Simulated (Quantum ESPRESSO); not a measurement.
A run of Quantum ESPRESSO 7.5 is set up as follows.

run.py

```python
import numpy as np
from ase.calculators.espresso import Espresso, EspressoProfile
from ase import Atoms

atoms = Atoms(['Ti', 'Al'],
              cell=[[3.179064, 0.0, 0.0], [0.0, 3.179064, 0.0], [0.0, 0.0, 3.179064]],
              scaled_positions=[[0.0, 0.0, 0.0], [0.5, 0.5, 0.5]],
              pbc=True)

input_data = {
    'control': {'calculation': 'scf', 'prefix': 'pwscf', 'outdir': './tmp', 'tprnfor': True, 'tstress': True, 'disk_io': 'nowf'},
    'system': {'ecutwfc': 55.0, 'ecutrho': 440.0, 'nbnd': 13, 'occupations': 'smearing', 'smearing': 'fd', 'degauss': 0.00367493},
    'electrons': {'conv_thr': 4e-10, 'electron_maxstep': 120, 'mixing_beta': 0.5},
}
pseudopotentials = {'Ti': 'ti_pbe_v1.4.uspp.F.UPF', 'Al': 'Al.pbe-n-kjpaw_psl.1.0.0.UPF'}
profile = EspressoProfile(command='pw.x', pseudo_dir='pseudo')
atoms.calc = Espresso(profile=profile, input_data=input_data, pseudopotentials=pseudopotentials, kpts=(8, 8, 8), koffset=(0, 0, 0))

print(f'energy {atoms.get_potential_energy():.8f} eV')
print('forces (eV/A)')
print(np.round(atoms.get_forces(), 6))
print('stress (eV/A^3, Voigt)')
print(np.round(atoms.get_stress(), 8))
print(f'Fermi level {atoms.calc.get_fermi_level():.4f} eV')
```

Potentials or basis: SSSP 1.3 efficiency PBE.

Run with:

```sh
$ OMP_NUM_THREADS=1 python run.py
```

Q: Predict the band gap on the k mesh.

A: None (metal or under the smearing width).

Q: What does it give for the pressure?

A: 0.9 GPa.
